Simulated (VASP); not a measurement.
# CdS (Greenockite) (P6_3mc) in VASP: further runs, part 2 of 2

VASP 6.6.1. Earlier steps stand in the parts before.

## (3) Elastic constants, LDA

File POSCAR:

```
CdS
1.0
    4.1500000000      0.0000000000      0.0000000000
   -2.0750000000      3.5940054257      0.0000000000
    0.0000000000      0.0000000000      6.7370000000
Cd S
2 2
Direct
    0.6666666667      0.3333333333      0.5000000000
    0.3333333333      0.6666666667      0.0000000000
    0.6666666667      0.3333333333      0.8750000000
    0.3333333333      0.6666666667      0.3750000000
```

File INCAR.step1:

```
  ALGO = Normal
  EDIFF = 1E-8
  EDIFFG = -0.002
  ENCUT = 600
  IBRION = 2
  ISIF = 3
  ISMEAR = -1
  LASPH = True
  LCHARG = False
  LREAL = False
  LWAVE = False
  NELM = 100
  NSW = 40
  PREC = Accurate
  SIGMA = 0.05
```

File INCAR.step2:

```
  ALGO = Normal
  EDIFF = 1E-8
  ENCUT = 600
  IBRION = 6
  ISIF = 3
  ISMEAR = -1
  LASPH = True
  LCHARG = False
  LREAL = False
  LWAVE = False
  NELM = 100
  NFREE = 2
  NSW = 1
  POTIM = 0.015
  PREC = Accurate
  SIGMA = 0.05
```

File KPOINTS:

```
k-points
0
Gamma
  5 5 3
```

Potentials or basis: VASP PAW LDA potentials, release 64 (Cd, S).

On the command line:

```console
> cat potpaw_LDA.64/Cd/POTCAR potpaw_LDA.64/S/POTCAR > POTCAR
> cp INCAR.step1 INCAR
> mpirun -np 1 vasp_std > vasp.out
> cp CONTCAR POSCAR
> cp INCAR.step2 INCAR
> mpirun -np 1 vasp_std > vasp.out
```

Run time: 16 min. Hardware: 1 thread of Intel Xeon Platinum 8259CL at 2.50GHz (Skylake/Cascade Lake), shared host; peak memory 0.34 GiB.

Results (log left out):

```
Relaxed volume                                          : 24.04 Å³/atom
Relaxed cell                                            : a = 4.085 Å, b = 4.085 Å, c = 6.655 Å, α = 90.00°, β = 90.00°, γ = 120.00°
Space group after relaxing (to 0.05 Å)                  : P6_3mc (No. 186)
Voigt bulk modulus                                      : 68 GPa
Highest phonon frequency at Γ, LO-TO splitting left out : 307 cm⁻¹
```

The path:
```
step  energy change (eV)  largest force (eV/Å)  pressure (GPa)  volume (Å³)
   1              0.0000                0.0602           -2.69       100.48
   2             -0.0322                0.0018            1.24        94.48
   3             -0.0386                0.0195            0.01        96.14
   4             -0.0386                0.0185            0.07        96.05
   5             -0.0387                0.0008           -0.03        96.20
   6             -0.0387                0.0039           -0.01        96.17
   7             -0.0387                0.0037           -0.01        96.17
   8             -0.0387                0.0020            0.00        96.16
   9             -0.0387                0.0006            0.01        96.15
  10             -0.0387                0.0010            0.00        96.15
```

Final structure:
```
Cd S
1.0
     4.08457    0.00000    0.00000
    -2.04228    3.53734    0.00000
     0.00000    0.00000    6.65469
Cd S
2 2
Direct
  0.66667 0.33333 0.49951
  0.33333 0.66667 0.99951
  0.66667 0.33333 0.87549
  0.33333 0.66667 0.37549
```

Phonon frequencies in cm⁻¹ (negative: imaginary):
```csv
q point,frequencies
"(0.000, 0.000, 0.000)",0 0 0 41 41 138 242 249 249 261 261 307
```

Elastic tensor in Voigt notation (GPa, in the Cartesian axes of the cell as first typed):
```
 93  58  51   0   0   0
 58  93  51   0   0   0
 51  51 105   0   0   0
  0   0   0  16   0   0
  0   0   0   0  16   0
  0   0   0   0   0  18
```

Clamped-ion elastic tensor (GPa):
```
132  43  28   0   0   0
 43 132  28   0   0   0
 28  28 148   0   0   0
  0   0   0  27   0   0
  0   0   0   0  27   0
  0   0   0   0   0  44
```

## (4) Born charges and dielectric tensor, LDA

File INCAR:

```
SYSTEM = CdS
PREC = Accurate ; ENCUT = 520
EDIFF = 1E-8 ; ISMEAR = -1
SIGMA = 0.05 ; LREAL = .FALSE.
LASPH = .TRUE. ; NELM = 80
ALGO = Normal ; ISIF = 2
LWAVE = .FALSE. ; LCHARG = .FALSE.
GGA = CA ; LEPSILON = .TRUE.
IBRION = 8
```

File KPOINTS:

```
regular mesh
0
G
  7 7 4
  0 0 0
```

POSCAR is that of step 3.

Potentials or basis: VASP PAW LDA potentials, release 64 (Cd, S).

On the command line:

```console
> cat potpaw_LDA.64/Cd/POTCAR potpaw_LDA.64/S/POTCAR > POTCAR
> mpirun -np 1 vasp_std > vasp.out
```

OUTCAR:

```text
SYSTEM = CdS
   PREC = Accurate
   ENCUT = 520
   EDIFF = 1E-8
   ISMEAR = -1
   LREAL = .FALSE.
   LASPH = .TRUE.
   NELM = 80
   ISIF = 2
   GGA = CA
   LEPSILON = .TRUE.
   IBRION = 8

 ion  position               nearest neighbor table
   1  0.667  0.333  0.500-   3 2.53   4 2.54   4 2.54   4 2.54
   2  0.333  0.667  0.000-   4 2.53   3 2.54   3 2.54   3 2.54
   3  0.667  0.333  0.875-   1 2.53   2 2.54   2 2.54   2 2.54
   4  0.333  0.667  0.375-   2 2.53   1 2.54   1 2.54   1 2.54
[... 1030 lines left out ...]
             X         Y         Z           dx          dy          dz
      2.075000  1.198002  3.368500     0.000000   -0.000000    0.624226
     -0.000000  2.396004  0.000000     0.000000   -0.000000    0.624226
      2.075000  1.198002  5.894875     0.000000   -0.000000    0.332177
     -0.000000  2.396004  2.526375     0.000000   -0.000000    0.332177

--------------------------------------------------------------------------------------------------------

 MACROSCOPIC STATIC DIELECTRIC TENSOR IONIC CONTRIBUTION
 ------------------------------------------------------
           3.627217    -0.000000    -0.000000
          -0.000000     3.627217    -0.000000
          -0.000000    -0.000000     3.837400
 ------------------------------------------------------

 ELASTIC MODULI CONTR FROM IONIC RELAXATION (kBar)
 Direction    XX          YY          ZZ          XY          YZ          ZX
 --------------------------------------------------------------------------------
 XX        -250.9625    109.9369    152.4455     -0.0000      0.0000      0.0000
 YY         109.9369   -250.9625    152.4455      0.0000      0.0000     -0.0000
 ZZ         152.4455    152.4455   -329.5803      0.0000     -0.0000     -0.0000
 XY          -0.0000      0.0000      0.0000   -180.4497     -0.0000      0.0000
 YZ          -0.0000     -0.0000     -0.0000     -0.0000    -70.3361      0.0000
 ZX           0.0000     -0.0000     -0.0000      0.0000      0.0000    -77.7539
 --------------------------------------------------------------------------------

 PIEZOELECTRIC TENSOR IONIC CONTR  for field in x, y, z        (C/m^2)
          XX          YY          ZZ          XY          YZ          ZX
  --------------------------------------------------------------------------------
  x    -0.00000     0.00000    -0.00000     0.00000     0.00000    -0.49971
  y     0.00000    -0.00000    -0.00000    -0.00000    -0.47528     0.00000
  z    -0.48947    -0.48947     1.05821    -0.00000     0.00000     0.00000
```

stdout:

```text
POSCAR found type information on POSCAR CdS
 POSCAR found :  2 types and       4 ions
 scaLAPACK will be used
 LDA part: xc-table for (Slater(with rela. corr.)+CA(PZ))
 , standard interpolation
 POSCAR, INCAR and KPOINTS ok, starting setup
 FFT: planning ... GRIDC
 FFT: planning ... GRID_SOFT
 FFT: planning ... GRID
[... 33 lines left out ...]
 first order change of Fermi-energy   0.50332E-02
 force on displaced ion       1 direction 3 :  -0.000   0.000  -6.394
 Born effective charge ion    1 direction 3 :   0.000  -0.000   2.247
 Linear response progress:
 first order change of Fermi-energy  -0.23503E-03
 force on displaced ion       3 direction 1 :  -5.191  -0.001   0.000
 Born effective charge ion    3 direction 1 :  -2.199   0.000  -0.000
 Linear response progress:
 first order change of Fermi-energy  -0.53099E-02
 force on displaced ion       3 direction 3 :  -0.000   0.000  -7.373
 Born effective charge ion    3 direction 3 :   0.000  -0.000  -2.276
 Born effective charges drift removed
 Linear response finished
```

Wall time 20 min (1 thread of Intel Xeon Platinum 8259CL at 2.50GHz (Skylake/Cascade Lake), shared host); peak memory 0.6 GiB.

What came out:

* Band gap on the k mesh: 0.94 eV, direct
* Electronic dielectric tensor (diagonal): 7.45, 7.45, 7.42
* Born charges (mean of the diagonal): Cd +2.20; S -2.20 e
* Highest phonon frequency at Γ, LO-TO splitting left out: 293 cm⁻¹

Phonon frequencies in cm⁻¹ (negative: imaginary):
| q point | frequencies |
| --- | --- |
| (0.000, 0.000, 0.000) | 0 0 0 45 45 133 226 226 229 239 239 293 |

Electronic dielectric tensor:
```
7.45 0.00 0.00
0.00 7.45 0.00
0.00 0.00 7.42
```

Born effective charge tensors (e):
atom 1, Cd
```
2.18 0.00 0.00
0.00 2.18 0.00
0.00 0.00 2.26
```
atom 2, Cd
```
2.18 0.00 0.00
0.00 2.18 0.00
0.00 0.00 2.26
```
atom 3, S
```
-2.18  0.00  0.00
 0.00 -2.18  0.00
 0.00  0.00 -2.26
```
atom 4, S
```
-2.18  0.00  0.00
 0.00 -2.18  0.00
 0.00  0.00 -2.26
```

## (5) Comparison with measurements

Step 4. Measured gap of CdS: 2.5809 eV (quoted in “Isotope dependence of band-gap energy”, 2008, arxiv:0807.2152). This calculation gives 0.94 eV (-1.64 eV). So large a miss can be the level of theory's own, or it may mean another phase, state or a wrong row. Spin-orbit coupling on Cd is left out. The value is that of LDA, without temperature or zero-point motion. Semilocal functionals fall short of measured gaps as a rule.
